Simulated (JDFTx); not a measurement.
The system is SiC (Moissanite).

```xyz
4
Lattice="3.0760 0.0000 0.0000 -1.5380 2.6639 0.0000 0.0000 0.0000 5.0480" Properties=species:S:1:pos:R:3 pbc="T T T"
Si    1.5380    0.8880    2.5240
Si    0.0000    1.7759    0.0000
C     1.5380    0.8880    4.4675
C     0.0000    1.7759    1.9435
```

| Property | Result |
| --- | --- |
| Program | JDFTx 1.7.0 (patched build) |
| Task | relaxation of cell and atoms |
| Functional | r2SCAN |
| Potentials or basis | SG15-PBE-1.2 |
| Cutoff | 1088 eV |
| Density cutoff | 8708 eV |
| k mesh | 6 × 6 × 3 |
| Occupations | fermi-dirac, width 0.05 eV |
| Spin | no spin polarisation |

At the start: pressure 1.6 GPa; volume 10.34 Å³/atom.

Task: Where does the relaxation end?

Result: Over 8 steps the energy falls by 9.5 meV/atom and the volume is 10.40 Å³/atom (+0.6 %); space group P6_3mc (No. 186, to 0.05 Å).

The path:
| step | energy change (eV) | largest force (eV/Å) | pressure (GPa) | volume (Å³) |
| --- | --- | --- | --- | --- |
| 1 | 0.0000 | 0.7819 | 1.58 | 41.36 |
| 2 | -0.0216 | 0.5248 | 1.20 | 41.41 |
| 3 | -0.0378 | 0.0347 | 0.44 | 41.53 |
| 4 | -0.0380 | 0.0091 | 0.28 | 41.56 |
| 5 | -0.0381 | 0.0089 | 0.16 | 41.58 |
| 6 | -0.0381 | 0.0110 | -0.02 | 41.61 |
| 7 | -0.0381 | 0.0061 | -0.01 | 41.61 |
| 8 | -0.0381 | 0.0036 | 0.00 | 41.61 |

Final structure:
```
CELL_PARAMETERS angstrom
3.08159 0.00000 0.00000
-1.54079 2.66874 0.00000
0.00000 0.00000 5.05966
ATOMIC_POSITIONS crystal
Si 0.66667 0.33333 0.50458
Si 0.33333 0.66667 0.00458
C 0.66667 0.33333 0.88042
C 0.33333 0.66667 0.38042
```

Caveat: the k mesh is coarse; meta-GGA forces are noisy on this grid; the potentials were made for another functional, which shifts forces and pressure.
